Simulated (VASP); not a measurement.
# AlN (P6_3mc) in VASP: further runs, part 2 of 2

VASP 6.6.1.

## Step 3: Relaxation of cell and atoms, PBE

This run uses another cell than the first one, of 10.63 Å³/atom, 1.017 times its volume.

Contents of INCAR:

```
PREC = Accurate
ENCUT = 520
EDIFF = 1E-7
ISMEAR = 0
SIGMA = 0.02
LREAL = F
LASPH = T
NELM = 60
ALGO = Normal
ISIF = 3
LWAVE = F
LCHARG = F
GGA = PE
IBRION = 2
NSW = 80
EDIFFG = -0.002
```

Contents of KPOINTS:

```
regular mesh
0
Gamma
  12 12 6
```

Contents of POSCAR:

```
AlN                                     
1.0
    3.1285727006     -0.0000000000      0.0000000000
   -1.5642863503      2.7094234343     -0.0000000000
    0.0000000000      0.0000000000      5.0164566754
  Al              N             
     2     2
Direct
     0.3333333300000021    0.6666666699999979    0.9992574420239816
     0.6666666699999979    0.3333333300000021    0.4992574420239818
     0.3333333300000021    0.6666666699999979    0.3807425579760208
     0.6666666699999979    0.3333333300000021    0.8807425579760210
```

Potentials or basis: VASP PAW PBE potentials, release 64 (Al, N).

Run with:

```bash
> cat potpaw_PBE.64/Al/POTCAR potpaw_PBE.64/N/POTCAR > POTCAR
> mpirun -np 1 vasp_std > vasp.out
```

OUTCAR:

```text
PREC = Accurate
   ENCUT = 520
   EDIFF = 1E-7
   ISMEAR = 0
   LREAL = F
   LASPH = T
   NELM = 60
   ISIF = 3
   GGA = PE
   IBRION = 2
   NSW = 80
   EDIFFG = -0.002

 ion  position               nearest neighbor table
   1  0.333  0.667  0.999-   4 1.90   4 1.90   4 1.90   3 1.91   2 3.09   2 3.09   2 3.09   2 3.09
                             2 3.09   2 3.09
   2  0.667  0.333  0.499-   3 1.90   3 1.90   3 1.90   4 1.91   1 3.09   1 3.09   1 3.09   1 3.09
                             1 3.09   1 3.09
   3  0.333  0.667  0.381-   2 1.90   2 1.90   2 1.90   1 1.91
   4  0.667  0.333  0.881-   1 1.90   1 1.90   1 1.90   2 1.91

  LATTYP: Found a hexagonal cell.
 ALAT       =     3.1285727006
 C/A-ratio  =     1.6034329886

  Lattice vectors:

 A1 = (   3.1285727006,   0.0000000000,   0.0000000000)
 A2 = (  -1.5642863503,   2.7094234343,   0.0000000000)
 A3 = (   0.0000000000,   0.0000000000,   5.0164566754)

Analysis of symmetry for initial positions (statically):
=====================================================================
 Subroutine PRICEL returns:
 Original cell was already a primitive cell.

 Routine SETGRP: Setting up the symmetry group for a
 hexagonal supercell.

 Subroutine GETGRP returns: Found 12 space group operations
 (whereof  6 operations were pure point group operations)
 out of a pool of 24 trial point group operations.

The static configuration has the point symmetry C_3v.
 The point group associated with its full space group is C_6v.

Analysis of symmetry for dynamics (positions and initial velocities):
=====================================================================
 Subroutine PRICEL returns:
 Original cell was already a primitive cell.

 Routine SETGRP: Setting up the symmetry group for a
 hexagonal supercell.

 Subroutine GETGRP returns: Found 12 space group operations
 (whereof  6 operations were pure point group operations)
 out of a pool of 24 trial point group operations.

The dynamic configuration has the point symmetry C_3v.
 The point group associated with its full space group is C_6v.

 Subroutine INISYM returns: Found 12 space group operations
 (whereof  6 operations are pure point group operations),
 and found     1 'primitive' translations

----------------------------------------------------------------------------------------

                                     Primitive cell

  volume of cell :      42.5226

  direct lattice vectors                    reciprocal lattice vectors
     3.128572701  0.000000000  0.000000000     0.319634573  0.184541107  0.000000000
    -1.564286350  2.709423434  0.000000000     0.000000000  0.369082214  0.000000000
     0.000000000  0.000000000  5.016456675     0.000000000  0.000000000  0.199343892

  length of vectors
     3.128572701  3.128572699  5.016456675     0.369082214  0.369082214  0.199343892

  position of ions in fractional coordinates (direct lattice)
     0.333333330  0.666666670  0.999257442
     0.666666670  0.333333330  0.499257442
     0.333333330  0.666666670  0.380742558
     0.666666670  0.333333330  0.880742558

  ion indices of the primitive-cell ions
   primitive index   ion index
                 1           1
                 2           2
                 3           3
                 4           4

----------------------------------------------------------------------------------------

 KPOINTS: regular mesh

[... 57 lines left out ...]
 SYSTEM =  unknown system
   PREC   = accura    normal or accurate (medium, high low for compatibility)
   ISTART =      0    job   : 0-new  1-cont  2-samecut
   ICHARG =      2    charge: 1-file 2-atom 10-const
   ISPIN  =      1    spin polarized calculation?
   LNONCOLLINEAR =      F non collinear calculations
   LSORBIT =      F    spin-orbit coupling
   LASPH  =      T    aspherical Exc in radial PAW
   ENCUT  =  520.0 eV  38.22 Ry    6.18 a.u.   5.82  5.82  9.33*2*pi/ulx,y,z
   NELM   =     60;   NELMIN=  2; NELMDL= -5     # of ELM steps
   EDIFF  = 0.1E-06   stopping-criterion for ELM
   LREAL  =      F    real-space projection
   EDIFFG = -.2E-02   stopping-criterion for IOM
   NSW    =     80    number of steps for IOM
   IBRION =      2    ionic relax: 0-MD 1-quasi-New 2-CG
   NFREE  =      1    steps in history (QN), initial steepest desc. (CG)
   ISIF   =      3    stress and relaxation
   ISYM   =      2    0-nonsym 1-usesym 2-fastsym
   POTIM  = 0.5000    time-step for ionic-motion
   TEBEG  =    0.0;   TEEND  =   0.0 temperature during run
   PSTRESS=    0.0 pullay stress
   NELECT =      16.0000    total number of electrons
   NUPDOWN=      -1.0000    fix difference up-down
   EMIN   =  10.00;   EMAX   =-10.00  energy-range for DOS
   EFERMI =   0.00;   METHOD = LEGACY
   ISMEAR =     0;   SIGMA  =   0.02  broadening in eV -4-tet -1-fermi 0-gaus
   EFERMI_NEDOS =   21; number of points for ismear=-14 and -15
   IALGO  =     38    algorithm
   IMIX   =      4    mixing-type and parameters
     AMIX     =   0.40;   BMIX     =  1.00
     AMIX_MAG =   1.60;   BMIX_MAG =  1.00
  volume/ion in A,a.u.               =      10.63        71.74
  Fermi-wavevector in a.u.,A,eV,Ry     =   1.181884  2.233436 19.005287  1.396849
  Thomas-Fermi vector in A             =   2.318149
   LORBIT       =      0    0 simple, 1 ext, 2 COOP (PROOUT), +10 PAW based schemes
   GGA     = PE    functional components
   LHFCALC =     F    Hartree Fock is set to
   AEXX    =    0.0000 exact exchange contribution
   IVDW    =     0    specifies the selected vdW correction
   LEPSILON=     F    determine dielectric tensor
   LRPA    =     F    only Hartree local field effects (RPA)
 conjugate gradient relaxation of ions
 non-spin polarized calculation
 Gauss-broadening in eV      SIGMA  =   0.02
  energy-cutoff  :      520.00
  volume of cell :       42.52
 maximum number of plane-waves:      1170
 NGX is ok and might be reduce to    24
   NGX = 11   NGY = 11   NGZ = 19

 number of electron      15.9999998 magnetization

 Free energy of the ion-electron system (eV)
  ---------------------------------------------------
  ext. energy  EPLUGINS =         0.00000000
  ---------------------------------------------------
  free energy    TOTEN  =       -29.78053350 eV

  energy without entropy =      -29.78053350  energy(sigma->0) =      -29.78053350

 E-fermi :   6.0772     XC(G=0): -10.8329

 val. band max:        5.9757876165   @ k =   0.0000   0.0000   0.0000
 cond. band min:      10.0320381889   @ k =   0.0000   0.0000   0.0000
 fundamental gap:      4.0562505725
 Fermi energy:         6.0772327310

 k-point     1 :       0.0000    0.0000    0.0000
  band No.  band energies     occupation
      1      -9.0983      2.00000
      2      -7.0122      2.00000
      3       0.0648      2.00000
      4       5.1326      2.00000
      5       5.1326      2.00000
      6       5.7749      2.00000
      7       5.7749      2.00000
      8       5.9758      2.00000
      9      10.0320      0.00000
     10      12.4991      0.00000
     11      16.4428      0.00000
     12      17.0157      0.00000
[... 331 lines left out ...]
 k-point    24 :       0.3333    0.0000    0.1667
  band No.  band energies     occupation
      1      -7.8043      2.00000
      2      -6.6105      2.00000
      3       1.1323      2.00000
      4       2.0799      2.00000
      5       2.6817      2.00000
      6       4.2367      2.00000
      7       5.1966      2.00000
      8       5.3312      2.00000
      9      11.7609      0.00000
     10      12.5780      0.00000
     11      14.3309      0.00000
     12      16.0180      0.00000

 [... further k-points ...]

------------------------ aborting loop because EDIFF is reached ----------------------------------------

  FORCE on cell =-STRESS in cart. coord.  units (eV):
  Direction    XX          YY          ZZ          XY          YZ          ZX
  --------------------------------------------------------------------------------------
  -------------------------------------------------------------------------------------
  Total        0.0012934      0.0012934     -0.0004894      0.0000000      0.0000000      0.0000000
  in kB        0.0487335      0.0487335     -0.0184391      0.0000000      0.0000000      0.0000000
  external PRESSURE =       0.0263426 kB  Pullay stress =       0.0000000 kB

 VOLUME and BASIS-vectors are now :
 -----------------------------------------------------------------------------
  energy-cutoff  :      520.00
  volume of cell :       42.52
      direct lattice vectors                 reciprocal lattice vectors
     3.128572701  0.000000000  0.000000000     0.319634573  0.184541107  0.000000000
    -1.564286350  2.709423434  0.000000000     0.000000000  0.369082214  0.000000000
     0.000000000  0.000000000  5.016456675     0.000000000  0.000000000  0.199343892

 POSITION                                       TOTAL-FORCE (eV/Angst)
 -----------------------------------------------------------------------------------
     -0.00000      1.80628      5.01273        -0.000000      0.000000     -0.000734
      1.56429      0.90314      2.50450         0.000000      0.000000     -0.000734
     -0.00000      1.80628      1.90998        -0.000000      0.000000      0.000734
      1.56429      0.90314      4.41821         0.000000     -0.000000      0.000734
 -----------------------------------------------------------------------------------
    total drift:                               -0.000009      0.000005      0.000552

  FREE ENERGIE OF THE ION-ELECTRON SYSTEM (eV)
  ---------------------------------------------------
  free  energy   TOTEN  =       -29.7805334972 eV

  energy  without entropy=      -29.7805334972  energy(sigma->0) =      -29.78053350

 reached required accuracy - stopping structural energy minimisation
```

OSZICAR:

```text
N       E                     dE             d eps       ncg     rms          rms(c)
DAV:   1     0.511615158960E+02    0.51162E+02   -0.75578E+03  1824   0.119E+03
DAV:   2    -0.303653673658E+02   -0.81527E+02   -0.74474E+02  2700   0.223E+02
DAV:   3    -0.344262883312E+02   -0.40609E+01   -0.40386E+01  2400   0.534E+01
DAV:   4    -0.344613625671E+02   -0.35074E-01   -0.35064E-01  2068   0.579E+00
DAV:   5    -0.344618777814E+02   -0.51521E-03   -0.51519E-03  2348   0.715E-01    0.121E+01
DAV:   6    -0.297744895647E+02    0.46874E+01   -0.17026E+01  2220   0.314E+01    0.422E+00
DAV:   7    -0.297915883460E+02   -0.17099E-01   -0.62517E-01  1996   0.629E+00    0.287E+00
DAV:   8    -0.297847586761E+02    0.68297E-02   -0.77413E-02  2072   0.294E+00    0.485E-01
DAV:   9    -0.297800367040E+02    0.47220E-02   -0.20179E-02  2328   0.106E+00    0.242E-01
DAV:  10    -0.297806011582E+02   -0.56445E-03   -0.23123E-03  2120   0.368E-01    0.130E-01
DAV:  11    -0.297805319299E+02    0.69228E-04   -0.20683E-04  2160   0.116E-01    0.329E-02
DAV:  12    -0.297805338080E+02   -0.18781E-05   -0.84165E-06  1956   0.297E-02    0.925E-03
DAV:  13    -0.297805335153E+02    0.29266E-06   -0.58823E-06  2248   0.180E-02    0.544E-03
DAV:  14    -0.297805334972E+02    0.18158E-07   -0.42965E-07  2004   0.592E-03
   1 F= -.29780533E+02 E0= -.29780533E+02  d E =-.297805E+02
```

It took 33 s on 1 thread of Intel Xeon Platinum 8488C (Sapphire Rapids), shared host; peak memory 0.17 GiB.

Results:

- Free energy: -29.7805 eV
- Pressure after relaxing: 0.0 GPa
- Band gap on the k mesh: 4.06 eV, direct

Final structure:
```
Al N
1.0
     3.12857    0.00000    0.00000
    -1.56429    2.70942    0.00000
     0.00000    0.00000    5.01646
Al N
2 2
Direct
  0.33333 0.66667 0.99926
  0.66667 0.33333 0.49926
  0.33333 0.66667 0.38074
  0.66667 0.33333 0.88074
```

Caveat: the relaxation stopped at its first step, so nothing moved. A k mesh can miss the band edges.
